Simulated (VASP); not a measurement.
## ZrO2 (strained fluorite), r²SCAN single-point calculation: Ansatz's output and VASP's

```cif
data_structure
_symmetry_space_group_name_H-M 'P 1'
_symmetry_Int_Tables_number 1
_cell_length_a 3.5988
_cell_length_b 3.6304
_cell_length_c 3.6304
_cell_angle_alpha 59.424
_cell_angle_beta 60.288
_cell_angle_gamma 60.288
_cell_volume 33.53
loop_
_atom_site_label
_atom_site_type_symbol
_atom_site_fract_x
_atom_site_fract_y
_atom_site_fract_z
_atom_site_occupancy
Zr1 Zr 0.00000 0.00000 0.00000 1
O1 O 0.25000 0.25000 0.25000 1
O2 O 0.75000 0.75000 0.75000 1
```

Ansatz printed

```
SCF 1 converged in 6 iterations: F = -5338.042004 eV  dr2 = 1.36e-8
  greatest PAW one-centre occupation: 0.990 electrons in one spin orbital (limit 2), on the Zr atom at site 0 (counted from 0), in its partial waves of l = 1
NSCF: frozen V_eff on 6 k-points
SCF converged after 6 iterations
Free energy (F): -5338.042004 eV
Harris-Foulkes:  -5338.042004 eV  (|F-HF|=1.21e-8)
Internal energy: -5338.042004 eV  (E = F + TS)
E sigma→0 (E₀):  -5338.042004 eV
Fermi energy:    11.630855 eV
--- Per-component energies (eV) ---
  E_band       = -87.006057
  E_kinetic    = 687.775674
  E_local      = -1152.611349  (includes V_loc(G=0)·N_el)
  E_nonlocal   = 169.208818
  E_hartree    = 380.593149
  E_xc         = -305.313543
  E_vxc        = -425.862888  (∫ρ·V_xc dr)
  E_paw        = -3289.318324  (= ΣΔE_a)
  E_vpaw       = -152.505579  (= ΣTr[D̂ρ^β])
  E_aug_tail   = 0.002110  (compensation charges beyond the density's cutoff)
  E_vtau       = 25.800043  (kinetic-family band-sum trace: ∫τ·v_τ [+ j·A + Jᵃ·Aᵃ] dr)
  E_ewald      = -1828.149915
  E_core_change = -0.228623  (= ΣΔE_core)
  E_smearing   = -0.000000  (= −TS)
  E_closure    = -0.000000  (closes the sum)
  Σ components = -5338.042004   (vs F -5338.042004, Δ=0.00e0)
--- Forces (eV/Å), atoms counted from 1 ---
  atom   1  Zr     0.00000000     0.00000000     0.00000000
  atom   2  O     -0.00000000    -0.00000000    -0.00000000
  atom   3  O      0.00000000     0.00000000     0.00000000
  max |Σ_I F_I| component: 1.73e-18 eV/Å
--- Stress (GPa, compression-positive) ---
       -9.528103       0.000000       0.000000
        0.000000      -1.689183       0.000000
        0.000000       0.000000      -1.689183
  P = ⅓ Tr σ = -4.3022 GPa (-43.022 kbar)
--- Band table (eV; the first three rows and the last of 59) ---
  k-point 0: bands = ["-38.1070", "-15.1964", "-15.1964", "-15.1871", "-7.5491", "-5.0789", "6.3456", "6.3456", "6.3636", "10.8762", "11.0983", "11.0983", "15.3114", "15.4722", "18.6278", "21.3113"]
  k-point 1: bands = ["-38.1005", "-15.3030", "-15.2055", "-15.2004", "-7.3367", "-5.2254", "6.4990", "6.5042", "6.7600", "10.5820", "10.7761", "10.8325", "15.5852", "15.7199", "19.0821", "20.8082"]
  k-point 2: bands = ["-38.0848", "-15.5494", "-15.2275", "-15.2254", "-6.8807", "-5.4907", "6.8636", "6.8821", "7.7273", "9.9169", "10.2537", "10.3366", "16.0055", "16.0642", "18.7803", "20.6584"]
  k-point 58: bands = ["-38.0467", "-15.6603", "-15.6603", "-15.3483", "-5.8594", "-5.8594", "6.8289", "6.8754", "9.1207", "9.1207", "10.3269", "11.4407", "16.3006", "16.6748", "18.3339", "18.3339"]
```

Each program uses its own PAW datasets. VASP's cell holds 24 valence electrons and Ansatz's 24. Ansatz's stress includes a Pulay correction; VASP's doesn't.

Q: What does VASP give for the same cell and level of theory?

A: gap between bands v and c 3.67 eV; least direct gap 4.13 eV; pressure -4.0 GPa.

From OUTCAR

```
k-points           NKPTS =     59   k-points in BZ     NKDIM =     59   number of bands    NBANDS=     19

   NELECT =      24.0000    total number of electrons

   dimension x,y,z NGX =    28 NGY =   28 NGZ =   28
   dimension x,y,z NGXF=    56 NGYF=   56 NGZF=   56

  energy-cutoff  :      520.00
  volume of cell :       33.53
      direct lattice vectors                 reciprocal lattice vectors
     0.000000000  2.544713587  2.544713587    -0.193106405  0.196485767  0.196485767
     2.589246075  0.000000000  2.544713587     0.193106405 -0.196485767  0.196485767
     2.589246075  2.544713587  0.000000000     0.193106405  0.196485767 -0.196485767

 k-points in reciprocal lattice and weights: KPOINTS created by Atomic Simulation Env
   0.00000000  0.00000000  0.00000000       0.002
   0.12500000  0.00000000  0.00000000       0.016
   0.25000000  0.00000000  0.00000000       0.016
   0.37500000  0.00000000  0.00000000       0.016
   0.50000000  0.00000000  0.00000000       0.008
   0.12500000  0.12500000  0.00000000       0.008
   0.25000000  0.12500000  0.00000000       0.031
   0.37500000  0.12500000  0.00000000       0.031
   ...

 E-fermi :   7.0389

 k-point     1 :       0.0000    0.0000    0.0000
  band No.  band energies     occupation
      1     -42.9501      2.00000
      2     -20.0452      2.00000
      3     -20.0452      2.00000
      4     -20.0353      2.00000
      5     -12.3876      2.00000
      6      -9.9140      2.00000
      7       1.5033      2.00000
      8       1.5033      2.00000
      9       1.5210      2.00000
     10       6.0364      2.00000
     11       6.2592      2.00000
     12       6.2592      2.00000
     13      10.4583      0.00000
     14      10.6192      0.00000
     15      13.7796      0.00000
     16      16.4798      0.00000
     17      16.4799      0.00000
     18      16.4804      0.00000
     19      21.7172      0.00000

 k-point     2 :       0.1250    0.0000    0.0000
  band No.  band energies     occupation
      1     -42.9436      2.00000
      2     -20.1515      2.00000
      3     -20.0543      2.00000
      4     -20.0487      2.00000
      5     -12.1753      2.00000
      6     -10.0608      2.00000
      7       1.6565      2.00000
      8       1.6617      2.00000
      9       1.9178      2.00000
     10       5.7411      2.00000
     11       5.9358      2.00000
     12       5.9923      2.00000
     13      10.7341      0.00000
     14      10.8688      0.00000
     15      14.2354      0.00000
     16      15.9735      0.00000
     17      16.2485      0.00000
     18      16.2576      0.00000
     19      21.4739      0.00000

 k-point     3 :       0.2500    0.0000    0.0000
  band No.  band energies     occupation
      1     -42.9279      2.00000
      2     -20.3975      2.00000
      3     -20.0762      2.00000
      4     -20.0736      2.00000
      5     -11.7190      2.00000
      6     -10.3265      2.00000
      7       2.0208      2.00000
      8       2.0395      2.00000
      9       2.8852      2.00000
     10       5.0739      2.00000
     11       5.4118      2.00000
     12       5.4948      2.00000
     13      11.1574      0.00000
     14      11.2161      0.00000
     15      13.9383      0.00000
     16      15.8236      0.00000
     17      15.8360      0.00000
     18      16.2792      0.00000
     19      20.8127      0.00000

 k-point     4 :       0.3750    0.0000    0.0000
  band No.  band energies     occupation
      1     -42.9122      2.00000
      2     -20.6231      2.00000
      3     -20.0982      2.00000
      4     -20.0979      2.00000
      5     -11.4596      2.00000
      6     -10.3513      2.00000
      7       2.3690      2.00000
      8       2.4308      2.00000
      9       3.8108      2.00000
     10       4.4776      2.00000
     11       5.1185      2.00000
     12       5.1592      2.00000
     13      11.2121      0.00000
     14      11.2443      0.00000
     15      13.2631      0.00000
     16      15.6087      0.00000
     17      15.6096      0.00000
     18      16.5892      0.00000
     19      20.9650      0.00000

 k-point     5 :       0.5000    0.0000    0.0000
  band No.  band energies     occupation
      1     -42.9057      2.00000
      2     -20.7116      2.00000
      3     -20.1083      2.00000
      4     -20.1068      2.00000
      5     -11.4483      2.00000
      6     -10.2523      2.00000
      7       2.5004      2.00000
      8       2.5881      2.00000
      9       4.1690      2.00000
     10       4.2477      2.00000
     11       5.0585      2.00000
     12       5.0706      2.00000
     13      11.1050      0.00000
     14      11.1754      0.00000
     15      13.1784      0.00000
     16      15.5813      0.00000
     17      15.5843      0.00000
     18      16.2358      0.00000
     19      21.5545      0.00000

 ...

  Total       -1.9208240     -0.2820575     -0.2820575      0.0000000      0.0000000     -0.0000000
  in kB      -91.7734390    -13.4761898    -13.4761898      0.0000000      0.0000000     -0.0000000
  external PRESSURE =     -39.5752729 kB  Pullay stress =       0.0000000 kB

 POSITION                                       TOTAL-FORCE (eV/Angst)
 -----------------------------------------------------------------------------------
      0.00000      0.00000      0.00000        -0.000000      0.000000      0.000000
      1.29462      1.27236      1.27236         0.000000     -0.000000     -0.000000
      3.88387      3.81707      3.81707        -0.000000      0.000000      0.000000
 -----------------------------------------------------------------------------------
    total drift:                                0.000000      0.000000      0.000000

  FREE ENERGIE OF THE ION-ELECTRON SYSTEM (eV)
  ---------------------------------------------------
  free  energy   TOTEN  =       -45.8407735849 eV

  energy  without entropy=      -45.8407735849  energy(sigma->0) =      -45.84077358
```
